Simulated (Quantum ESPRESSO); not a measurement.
Crystal: Si.

```
Si
1.0
    -3.33608    3.33608    3.33608
     3.33608   -3.33608    3.33608
     3.33608    3.33608   -3.33608
Si
6
Direct
  0.50000 0.75000 0.25000
  0.25000 0.75000 0.50000
  0.25000 0.50000 0.75000
  0.50000 0.25000 0.75000
  0.75000 0.50000 0.25000
  0.75000 0.25000 0.50000
```

This isn't the form of Si at room conditions, which is diamond.

* Program: Quantum ESPRESSO 7.5
* Task: phonons
* Functional: PBEsol
* Potentials or basis: PseudoDojo 0.4.1 SR PBEsol standard
* Cutoff: 490 eV
* Density cutoff: 1959 eV
* k mesh: 6 × 6 × 6
* Occupations: cold, width 0.272 eV
* Spin: no spin polarisation
* Mixing beta: 0.5
* Most SCF iterations: 120
* SCF threshold: 1.2e-09 Ry

Q: Which optical modes does the crystal have at the zone centre, and which show in infrared and Raman spectra?

A: The optical modes are T1g + A2g + T2u + T2g + T1u + Eg. Infrared active: T1u. Raman active: T2g + Eg.

Optical modes at Γ, degenerate ones joined:
| cm⁻¹ | components | symmetry | active in |
| --- | --- | --- | --- |
| 50 | 3 | T1g | silent |
| 186 | 1 | A2g | silent |
| 367 | 3 | T2u | silent |
| 422 | 3 | T2g | Raman |
| 465 | 3 | T1u | IR |
| 478 | 2 | Eg | Raman |
